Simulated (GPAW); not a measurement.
# InP (Fm-3m) in GPAW: single point with PBE

Aim: the single point of InP with PBE.

Everything below comes from runs of GPAW 26.7.0. Logs are shortened: lines on timing, memory, paths and dates and some standing lists are left out, and cuts for length are marked. The log counts tension as positive stress, the text compression.

**1. The crystal as given**

The structure is cubic, space group Fm-3m (No. 225). The conventional cell has a = 5.538 Å, b = 5.538 Å, c = 5.538 Å, α = 90.00°, β = 90.00°, γ = 90.00°. In (site symmetry m-3m) has 6 P at 2.77 Å as nearest neighbours. P (site symmetry m-3m) is surrounded by 6 In at 2.77 Å.

Measurements of this composition are mostly on another form, of space group No. 216.

**2. Single point, PBE**

run.py

```python
from ase import Atoms
from ase.dft.bandgap import bandgap
from ase.io import write
from ase.units import GPa
from gpaw import GPAW, PW

atoms = Atoms(['In', 'P'],
              cell=[[0.0, 2.768834, 2.768834],
                    [2.768834, 0.0, 2.768834],
                    [2.768834, 2.768834, 0.0]],
              scaled_positions=[[0.0, 0.0, 0.0],
                                [0.5, 0.5, 0.5]],
              pbc=True)

calc = GPAW(mode=PW(450),
            xc='PBE',
            kpts={'size': (7, 7, 7), 'gamma': True},
            occupations={'name': 'fermi-dirac', 'width': 0.05},
            nbands=18,
            maxiter=120,
            txt='gpaw.txt')
atoms.calc = calc
energy = atoms.get_potential_energy()
forces = atoms.get_forces()
stress = atoms.get_stress()
calc.write('gs.gpw')
write('result.traj', atoms)
print(f'Energy: {energy:.6f} eV')
print('Forces (eV/A):')
print(forces.round(4))
print('Stress (GPa):', (stress / GPa).round(3))
print('Fermi level:', round(calc.get_fermi_level(), 4), 'eV')
print(f'Gap: {bandgap(calc)[0]:.4f} eV, direct: {bandgap(calc, direct=True)[0]:.4f} eV')
```

Potentials or basis: GPAW PAW data sets (gpaw-data 1.2.1), pw.

Command:

```sh
$ OMP_NUM_THREADS=1 python run.py
```

gpaw.txt:

```text
__  _  _
 | _ |_)|_||  |
 |__||  | ||/\| - 26.7.0

Input parameters:
  mode=PW(ecut=450.00000000000006),
  kpts=MonkhorstPack(size=(7, 7, 7), gamma=True),
  maxiter=120,
  nbands=18,
  occupations=Occupations(name='fermi-dirac', width=0.05),
  xc=XC(name='PBE')

Diagonalizing LCAO Hamiltonian
Converting LCAO to pw mode

                P

       In

Atoms  # Å, Bohr magnetons
|   | symbol |        x |        y |        z |    initial magnetic moments |
|---|--------|----------|----------|----------|-----------------------------|
| 0 |     In | 0.000000 | 0.000000 | 0.000000 | ( 0.0000,  0.0000,  0.0000) |
| 1 |      P | 2.768834 | 2.768834 | 2.768834 | ( 0.0000,  0.0000,  0.0000) |

Unit cell  # Å
| periodic |        x |        y |        z |  lengths |    angles |
|----------|----------|----------|----------|----------|-----------|
|      yes | 0.000000 | 2.768834 | 2.768834 | 3.915723 | 60.000000 |
|      yes | 2.768834 | 0.000000 | 2.768834 | 3.915723 | 60.000000 |
|      yes | 2.768834 | 2.768834 | 0.000000 | 3.915723 | 60.000000 |

Number of symmetries: 48
Symmetry operations  # r_c * U_cc + t_c -> r_c
|    | kind |            matrix            |
|----|------|------------------------------|
|  0 |  σ   |  1, 0, 0,  1, 0,-1,  1,-1, 0 |
|  1 |  C2  |  1, 0, 0,  1,-1, 0,  1, 0,-1 |
|  2 |  E   |  1, 0, 0,  0, 1, 0,  0, 0, 1 |
|  3 |  σ   |  1, 0, 0,  0, 0, 1,  0, 1, 0 |
|  4 |  C4  |  1, 0,-1,  1, 0, 0,  1,-1, 0 |
|  5 |  S6  |  1, 0,-1,  1,-1, 0,  1, 0, 0 |
|  6 |  σ   |  1, 0,-1,  0, 1,-1,  0, 0,-1 |
|  7 |  C3  |  1, 0,-1,  0, 0,-1,  0, 1,-1 |
|  8 |  S6  |  1,-1, 0,  1, 0, 0,  1, 0,-1 |
|  9 |  C4  |  1,-1, 0,  1, 0,-1,  1, 0, 0 |
| 10 |  C3  |  1,-1, 0,  0,-1, 1,  0,-1, 0 |
| 11 |  σ   |  1,-1, 0,  0,-1, 0,  0,-1, 1 |
| 12 |  σ   |  0, 1, 0,  1, 0, 0,  0, 0, 1 |
| 13 |  C4  |  0, 1, 0,  0, 1,-1, -1, 1, 0 |
| 14 |  C3  |  0, 1, 0,  0, 0, 1,  1, 0, 0 |
| 15 |  S6  |  0, 1, 0, -1, 1, 0,  0, 1,-1 |
| 16 |  C2  |  0, 1,-1,  1, 0,-1,  0, 0,-1 |
| 17 |  σ   |  0, 1,-1,  0, 1, 0, -1, 1, 0 |
| 18 |  S4  |  0, 1,-1,  0, 0,-1,  1, 0,-1 |
| 19 |  C4  |  0, 1,-1, -1, 1, 0,  0, 1, 0 |
| 20 |  C3  |  0, 0, 1,  1, 0, 0,  0, 1, 0 |
| 21 |  σ   |  0, 0, 1,  0, 1, 0,  1, 0, 0 |
| 22 |  S6  |  0, 0, 1,  0,-1, 1, -1, 0, 1 |
| 23 |  C4  |  0, 0, 1, -1, 0, 1,  0,-1, 1 |
| 24 |  S4  |  0, 0,-1,  1, 0,-1,  0, 1,-1 |
| 25 |  C3  |  0, 0,-1,  0, 1,-1,  1, 0,-1 |
| 26 |  C2  |  0, 0,-1,  0,-1, 0, -1, 0, 0 |
| 27 |  S6  |  0, 0,-1, -1, 0, 0,  0,-1, 0 |
| 28 |  S4  |  0,-1, 1,  1,-1, 0,  0,-1, 0 |
| 29 |  C4  |  0,-1, 1,  0, 0, 1, -1, 0, 1 |
| 30 |  C2  |  0,-1, 1,  0,-1, 0,  1,-1, 0 |
| 31 |  σ   |  0,-1, 1, -1, 0, 1,  0, 0, 1 |
| 32 |  C3  |  0,-1, 0,  1,-1, 0,  0,-1, 1 |
| 33 |  S6  |  0,-1, 0,  0, 0,-1, -1, 0, 0 |
| 34 |  S4  |  0,-1, 0,  0,-1, 1,  1,-1, 0 |
| 35 |  C2  |  0,-1, 0, -1, 0, 0,  0, 0,-1 |
| 36 |  C2  | -1, 1, 0,  0, 1, 0,  0, 1,-1 |
| 37 |  S6  | -1, 1, 0,  0, 1,-1,  0, 1, 0 |
| 38 |  S4  | -1, 1, 0, -1, 0, 1, -1, 0, 0 |
| 39 |  C3  | -1, 1, 0, -1, 0, 0, -1, 0, 1 |
| 40 |  S6  | -1, 0, 1,  0, 0, 1,  0,-1, 1 |
| 41 |  C2  | -1, 0, 1,  0,-1, 1,  0, 0, 1 |
| 42 |  C3  | -1, 0, 1, -1, 1, 0, -1, 0, 0 |
| 43 |  S4  | -1, 0, 1, -1, 0, 0, -1, 1, 0 |
| 44 |  C2  | -1, 0, 0,  0, 0,-1,  0,-1, 0 |
| 45 |  i   | -1, 0, 0,  0,-1, 0,  0, 0,-1 |
| 46 |  σ   | -1, 0, 0, -1, 1, 0, -1, 0, 1 |
| 47 |  C2  | -1, 0, 0, -1, 0, 1, -1, 1, 0 |

BZ-sampling:
  Number of BZ points: 343
  Number of IBZ points: 20

  Monkhorst-Pack size: [7, 7, 7]
  Monkhorst-Pack shift: [0, 0, 0]

K-points  # in reciprocal-cell coordinates
|     |                                coordinates |     weight |
|-----|--------------------------------------------|------------|
|   0 | (  0.00000000,   0.00000000,   0.00000000) | 0.00291545 |
|   1 | (  0.14285714,   0.14285714,   0.00000000) | 0.01749271 |
|   2 | (  0.14285714,   0.14285714,   0.14285714) | 0.02332362 |
|   3 | (  0.28571429,   0.14285714,   0.14285714) | 0.03498542 |
|   4 | (  0.28571429,   0.28571429,   0.00000000) | 0.01749271 |
|   5 | (  0.28571429,   0.28571429,   0.14285714) | 0.06997085 |
|   6 | (  0.28571429,   0.28571429,   0.28571429) | 0.02332362 |
|   7 | (  0.42857143,  -0.28571429,  -0.28571429) | 0.03498542 |
|   8 | (  0.42857143,   0.28571429,  -0.42857143) | 0.13994169 |
|   9 | (  0.42857143,   0.28571429,  -0.28571429) | 0.06997085 |
| ... |                                            |            |
|  19 | (  0.42857143,   0.42857143,   0.42857143) | 0.02332362 |

Plane wave coefficients: 941
Cutoff: 450.00000000000006 eV

Spin-components: 1 (collinear spins)
Bands:           18
Projectors:      11
Spin-degeneracy: 2
Datatype:        complex128

Parallelization:
  kpt:    1
  domain: 1
  band:   1

Density:
  Valence electrons: 18.0
  Components: 1
  Grid points: [20 20 20]
  Charge: 0.0  # |e|

Potential:
  Grid points: [20 20 20]

species:
  In:
    name:    Indium
    Z:       49.0
    valence: 13
    core:    36
    charge:  0.0  # [|e|]
    compensation charges:
      type: gauss
      rc: 0.36  # [Å]
      lmax: 2
    cutoffs:
      filter: 2.09  # [Å]
      core: 2.48  # [Å]
    projectors
    | kind |    occ | energy [eV] | rcut [Å] |
    |------|--------|-------------|----------|
    |   5s |  2.000 |      -8.203 |    1.185 |
    |   5p |  1.000 |      -2.521 |    1.244 |
    |   4d | 10.000 |     -18.629 |    1.148 |
    |    s |        |      19.008 |    1.185 |
    |    p |        |      24.691 |    1.244 |
    |    d |        |       8.583 |    1.148 |

    Using partial waves for In as LCAO basis

  P:
    name:    Phosphorus
    Z:       15.0
    valence: 5
    core:    10
    charge:  0.0  # [|e|]
    compensation charges:
      type: gauss
      rc: 0.30  # [Å]
      lmax: 2
    cutoffs:
      filter: 1.69  # [Å]
      core: 1.81  # [Å]
    projectors
    | kind |    occ | energy [eV] | rcut [Å] |
    |------|--------|-------------|----------|
    |   3s |  2.000 |     -13.968 |    0.953 |
    |   3p |  3.000 |      -5.506 |    0.953 |
    |    s |        |      13.244 |    0.953 |
    |    p |        |      21.705 |    0.953 |
    |    d |        |       0.000 |    0.953 |

    Using partial waves for P as LCAO basis

Reference energy: -169278.333319  # eV

eigensolver:
  PPCG
  Converge bands: occupied
  niter=2

density mixing:
  MSR1-Mixer
  Pratt-step length: 0.05
  Maximum mixing coefficient: 0.75
  Old densities: 10
  SVD Regularization: 0.005
  Good broyden scale: 1.0
  Trust region scale: 1.0
  Backstep threshold: 4.0
  History deletion threshold: 6.0
  Fourier metric: weight=20.0, sigma=0.015

occupation numbers:
  Fermi-Dirac:
    width: 0.0500  # eV

poisson solver:
  ecut: 3600.0000000000005  # eV

xc functional:
  name: PBE with 2 nearest neighbor stencil

convergence criteria:
- Maximum [total energy] change in last 3 cyles: 0.0005 eV / valence electron
- Maximum integral of absolute [dens]ity change: 0.0001 electrons / valence electron
- Maximum integral of absolute [eigenst]ate change: 4e-08 eV^2 / valence electron
maximum number of iterations: 120

SCF iterations
|iter     | |      energy | eigst |  dens |
|---------|-|-------------|-------|-------|
|iter:   1| |   -8.354440 | -0.51 |       |
|iter:   2| |   -8.285742 | -2.65 | -1.18 |
|iter:   3| |   -8.087587 | -2.00 | -1.23 |
|iter:   4| |   -8.086991 | -3.66 | -1.78 |
|iter:   5| |   -8.087162c| -4.16 | -2.21 |
|iter:   6| |   -8.087182c| -5.83 | -3.25 |
|iter:   7| |   -8.087183c| -7.08 | -3.72 |
|iter:   8| |   -8.087183c| -7.88c| -4.79c|

Converged in 8 steps
Energy contributions relative to reference atoms: (reference = -169278.333319)

Energy contributions:
  Kinetic:          18.520774
  Coulomb:         -16.797671
  Zero:              0.179536
  External:          0.000000
  Xc:               -9.986110
  Entropy:          -0.007426
  Spinorbit:         0.000000
  ----------------------------
  Free energy:      -8.090896
  Extrapolated:     -8.087183

dipole moment: (-18.560241, -18.560241, -18.560241)  # |e|*Ang

Fermi level: 6.803
Eigenvalues  # (at kpt = [0.000, 0.000, 0.000])
| band index |      eig [eV] | occ [0-2] |
|------------|---------------|-----------|
|          0 |        -7.381 |     2.000 |
|          1 |        -7.381 |     2.000 |
|          2 |        -7.358 |     2.000 |
|          3 |        -7.358 |     2.000 |
|          4 |        -7.358 |     2.000 |
|          5 |        -5.303 |     2.000 |
[... 10 lines left out ...]
|         16 |        16.549 |     0.000 |
|         17 |        16.584 |     0.000 |

No gap
No difference between direct/indirect transitions

Forces  # eV/Ang
|       x |       y |        z |
|---------|---------|----------|
| 0.00000 | 0.00000 |  0.00000 |  # In   0
| 0.00000 | 0.00000 | -0.00000 |  # P    1

Stress tensor  # eV/Ang^3
|        x |         y |         z |
|----------|-----------|-----------|
| 0.009457 |  0.000000 |  0.000000 |
| 0.000000 |  0.009457 | -0.000000 |
| 0.000000 | -0.000000 |  0.009457 |

# Writing to gs.gpw (mode='')
```

Run time: 6.7 s. Hardware: 1 thread of Arm Neoverse V1, shared host; peak memory 0.13 GiB.

Results:

| Property | Result |
| --- | --- |
| Free energy | -8.0909 eV |
| Pressure | -1.5 GPa |
| Band gap on the k mesh | none (metal or under the smearing width) |

Caveat: the cutoff is short for stress and forces, so pressures can be off by a GPa or more.
